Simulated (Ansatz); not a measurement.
BN:

```
N B
1.0
     2.49824    0.00000    0.00000
    -1.24912    2.16354    0.00000
     0.00000    0.00000    6.63570
N B
2 2
Direct
  0.66667 0.33333 0.25000
  0.33333 0.66667 0.75000
  0.66667 0.33333 0.75000
  0.33333 0.66667 0.25000
```

Program: Ansatz 0.2.0. Alike in all runs: no spin polarisation; cell as given; k mesh 12 × 12 × 4. Hardware: 2 threads of Arm Neoverse V2 (shared host).

**Question.** Order these runs on this cell by their wall time, lowest first.
A. task Born charges and dielectric tensor; level r2SCAN; potentials or basis Ansatz PAW; cutoff (eV) 500; smearing fixed
B. task band structure; level exchange-only PBE; potentials or basis Ansatz PAW; cutoff (eV) 420; smearing fermi-dirac 0.05 eV; points for each segment of the path 14
C. task band structure; level LDA; potentials or basis JTH PAW LDA; cutoff (eV) 1350; smearing fermi-dirac 0.05 eV; points for each segment of the path 14

**Answer.** B (1.9 s), C (6.6 s), A (24 s).

Runs at the PBE level aren't shown here.
